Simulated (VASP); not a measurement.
NaH:

```
Na H
1.0
     0.00000    2.44000    2.44000
     2.44000    0.00000    2.44000
     2.44000    2.44000    0.00000
Na H
1 1
Direct
  0.00000 0.00000 0.00000
  0.50000 0.50000 0.50000
```

Base run:

| Item | Value |
| --- | --- |
| Program | VASP 6.6.1 |
| Functional | r2SCAN |
| Potentials or basis | VASP PAW PBE potentials, release 64 (Na_pv, H) |
| Cutoff | 520 eV |
| k mesh | 10 × 10 × 10 |
| Occupations | gaussian, width 0.02 eV |
| Spin | no spin polarisation |

Its results: band gap on the k mesh 4.33 eV, indirect (least direct gap 5.14 eV); pressure -1.3 GPa.

Task: The run is repeated on the same cell with these changes: functional from r2SCAN to PBEsol. What comes out?

Result: Band gap on the k mesh 3.54 eV, indirect (least direct gap 4.40 eV); pressure -1.2 GPa.

r2SCAN gives the wider gap, since meta-GGAs in the generalised Kohn-Sham scheme recover part of the derivative discontinuity.

Caveats: the PAW data sets were made with another functional, which shifts forces and pressure a little.
